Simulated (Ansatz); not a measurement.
**Levels at Γ against strain in SiO2**

```xyz
6
Lattice="4.1801 0.0000 0.0000 0.0000 4.1801 0.0000 0.0000 0.0000 2.6678" Properties=species:S:1:pos:R:3 pbc="T T T"
Si    0.0000    0.0000    0.0000
Si    2.0901    2.0901    1.3339
O     1.2820    1.2820    0.0000
O     0.8080    3.3721    1.3339
O     2.8981    2.8981    0.0000
O     3.3721    0.8080    1.3339
```

Atoms are numbered in the order listed.

The cell is COD entry 9001276, as deposited and not checked against the literature; nothing was relaxed.

Level of theory: Ansatz 0.2.0, DFT, PBEsol, all-electron LAPW, scalar-relativistic.

Settings: a Γ-centred 6×6×9 k mesh, Fermi–Dirac smearing of 0.03 eV, basis error target 1 meV/atom, no spin polarisation.

The cell is scaled evenly. Fractional coordinates are held (clamped ions).

Only quantities that a quadratic follows smoothly over the whole series are listed; rougher ones are left out.

```
ln(V/Vcell)  direct gap at Γ (eV)  smallest gap on mesh and path (eV)
    -0.0619                 6.724                               6.724
    -0.0408                 6.329                               6.329
    -0.0202                 5.950                               5.950
    -0.0101                 5.767                               5.767
     0.0000                 5.587                               5.587
     0.0100                 5.411                               5.411
     0.0392                 4.903                               4.903
     0.0583                 4.581                               4.581
```

(1) Fit the series and give the slopes at zero strain.

(2) One run, at ln(V/Vcell) = 0.0198, is withheld. Predict its row.

## Answers

(1) Least-squares fits y = p0 + p1 x + p2 x² to the rows give direct gap at Γ (eV): p1 = -17.8, p2 = 9.2; smallest gap on mesh and path (eV): p1 = -17.8, p2 = 9.2. So dEg/dln V = -17.8 eV for the direct gap at Γ, the fundamental gap of this crystal. Semilocal gaps are too small, but their slopes carry over better.

(2) The fits give 5.238, 5.238; the run gave 5.238, 5.238.
